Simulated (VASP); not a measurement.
A run of VASP 6.6.1 is set up as follows.

The input INCAR:

```
PREC = Accurate ; ENCUT = 520
EDIFF = 1E-7 ; ISMEAR = -1
SIGMA = 0.05 ; LREAL = False
LASPH = True ; NELM = 100
ALGO = Normal ; ISIF = 2
LWAVE = False ; LCHARG = False
GGA = PE ; NBANDS = 37
```

File KPOINTS:

```
regular mesh
0
Gamma
  6 6 6
```

File POSCAR:

```
Cu2O
1.0
    4.2600000000      0.0000000000      0.0000000000
    0.0000000000      4.2600000000      0.0000000000
    0.0000000000      0.0000000000      4.2600000000
Cu O
4 2
Direct
    0.7500000000      0.2500000000      0.7500000000
    0.7500000000      0.7500000000      0.2500000000
    0.2500000000      0.7500000000      0.7500000000
    0.2500000000      0.2500000000      0.2500000000
    0.5000000000      0.5000000000      0.5000000000
    0.0000000000      0.0000000000      0.0000000000
```

Potentials or basis: VASP PAW PBE potentials, release 64 (Cu, O).

Run with:

```console
$ cat potpaw_PBE.64/Cu/POTCAR potpaw_PBE.64/O/POTCAR > POTCAR
$ mpirun -np 1 vasp_std > vasp.out
```

Question: What does it give for the pressure?

Answer: 4.0 GPa.

Question: What does it give for the band gap on the k mesh?

Answer: 0.54 eV, direct.

**The experiment to reproduce.**

“Importance of surface oxygen vacancies for ultrafast hot carrier relaxation and transport in Cu2O”, 2021, arxiv:2103.03167 quotes, for a bulk crystal of Cu2O: band gap 2.17 eV (direct).

Against the measured gap of Cu2O, 2.17 eV (direct; quoted in “Importance of surface oxygen vacancies for ultrafast hot carrier relaxation and transport in Cu2O”, 2021, arxiv:2103.03167), the calculated 0.54 eV is off by -1.63 eV. So large a miss can be the level of theory's own, or it may mean another phase, state or a wrong row. The value is that of PBE on a finite k mesh, which can miss the band edges, without temperature or zero-point motion. Semilocal functionals fall short of measured gaps as a rule.
